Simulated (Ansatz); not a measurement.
## In$_{3}$Sb: how the energy converges with the cutoff

In$_{3}$Sb, P1, a = 4.898 Å, b = 4.807 Å, c = 4.794 Å, α, β, γ = 88.9°, 90.8°, 91.8°. Ansatz: PBEsol, PAW, cutoff varied, Γ-centred 6×6×6 mesh on 4 atoms, Gaussian smearing 0.10 eV; no spin polarisation. Single points at one geometry with displaced atoms, the cutoff alone changed; ΔE is the energy at zero smearing over the run at 600 eV. The runs up to 350 eV lie under the cutoff recommended for these PAW datasets.

```tsv
cutoff (eV)	ΔE (meV/atom)
200	?
250	961.48
300	72.95
350	3.47
420	1.17
```

Problem. Assume ΔE falls exponentially with the cutoff, fit y = ln ΔE against x, the cutoff in eV, to the other rows, and predict the missing value.

Solution. y = 6.868, 4.290, 1.244, 0.157. Means x = 330.0, y = 3.1398; Σ(Δx)² = 15800, ΣΔxΔy = -639.1; the slope is their ratio. y = 16.49 − 0.04045 x, a factor of ten per 57 eV. At 200 eV this gives ΔE = 4447.07 meV/atom. The run gave 8472.80, a ratio of 0.52. Between neighbouring rows the decay runs from a factor of ten per 38 eV to one per 148 eV, so one exponential is only a rough guide. The fast fall gives way to a slow tail, so a fit to low cutoffs promises convergence too early.

Cost: 6 runs of about 2.6 core-minutes in all, on Intel Xeon Processor @ 2.70GHz (shared hosts).